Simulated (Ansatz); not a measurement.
SnSe:

```xyz
2
Lattice="0.0000 3.0100 3.0100 3.0100 0.0000 3.0100 3.0100 3.0100 0.0000" Properties=species:S:1:pos:R:3 pbc="T T T"
Sn   -0.0957    0.0911    0.0202
Se    2.9713    2.9597    3.0531
```

The cell isn't the ideal one: atoms moved at random, drawn with an rms of 0.15 Å.

* Program: Ansatz 0.2.0
* Task: relaxation of the atoms
* Functional: PBEsol
* Dispersion: D3(BJ)
* Potentials or basis: all-electron PAW datasets made for the crystal
* k mesh: 6 × 6 × 6
* Occupations: fermi-dirac, width 0.025 eV
* Spin: collinear spin, ferromagnetic start
* Starting moments: [1.0, 0.0] μB
* Fixed moment: 1 μB

At the start: volume 27.27 Å³/atom.

Problem. Where does the relaxation end?

Solution. Over 4 steps the energy falls by 4.9 meV/atom; space group Fm-3m (No. 225, to 0.05 Å).

The path:
```
step  energy change (eV)  largest force (eV/Å)
   1              0.0000                0.1405
   2             -0.0051                0.0886
   3             -0.0098                0.0054
   4             -0.0098                0.0054
```

Final structure:
```yaml
crystal:
  lattice:
    - [0.00000, 3.01000, 3.01000]
    - [3.01000, 0.00000, 3.01000]
    - [3.01000, 3.01000, 0.00000]
  atoms:
    - { symbol: Sn, position: [0.02046, 0.98992, 0.98743] }
    - { symbol: Se, position: [0.51917, 0.49149, 0.48651] }
```

Caveat: the total moment is fixed, so each spin has its own Fermi level.
